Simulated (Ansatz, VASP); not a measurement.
Two plane-wave programs on KF

```
K F
1.0
     0.05667    2.66429    2.66429
     2.66429    0.05667    2.66429
     2.66429    2.66429    0.05667
K F
1 1
Direct
  0.00000 0.00000 0.00000
  0.50000 0.50000 0.50000
```

Alike in both runs: task single point; functional LDA; k mesh 8 × 8 × 8; occupations gaussian, width 0.05 eV; no spin polarisation.

```csv
,VASP,Ansatz
version,VASP 6.6.1,Ansatz 0.2.0
potentials or method,"VASP PAW LDA potentials, release 64 (K_sv, F)","scalar-relativistic, plane waves, PAW"
plane-wave cutoff (eV),520,520
valence electrons in the cell,16,16
```

|  | VASP | Ansatz | Ansatz less VASP |
| --- | --- | --- | --- |
| gap on the k mesh at the Fermi level (eV) | 5.99 | 6.00 | +0.018 |
| least direct gap on the mesh (eV) | 5.99 | 6.00 | +0.018 |
| pressure (GPa) | -2.2 | -2.4 | -0.14 |
| largest component of the traceless stress (GPa) | 0.33 | 0.34 | +0.005 |

A k mesh can miss the band edges.
